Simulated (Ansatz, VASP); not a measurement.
## Ba in VASP and in Ansatz

```
Ba
1.0
     4.55251    0.00000    0.00000
    -2.27626    3.94259    0.00000
     0.00000    0.00000    7.44939
Ba
2
Direct
  0.33333 0.66667 0.25000
  0.66667 0.33333 0.75000
```

Alike in both runs: functional BLYP; k mesh 8 × 8 × 5; occupations fermi-dirac, width 0.1 eV; no spin polarisation.

Ansatz relaxed the structure, and its values are those at the end. VASP's run is a single point on that final structure, the one shown.

|  | VASP | Ansatz |
| --- | --- | --- |
| version | VASP 6.6.1 | Ansatz 0.2.0 |
| potentials or method | VASP PAW PBE potentials, release 64 (Ba_sv) | plane waves (420 eV) with PAW, scalar-relativistic |
| plane-wave cutoff (eV) | 520 | 420 |
| valence electrons in the cell | 20 | 20 |

```tsv
	VASP	Ansatz	Ansatz less VASP
pressure (GPa)	0.1	0.0	-0.04
```

Caveats: the PAW data sets were made with another functional, which shifts forces and pressure a little (VASP). Spin-orbit coupling is left out, which matters for the levels of Ba.
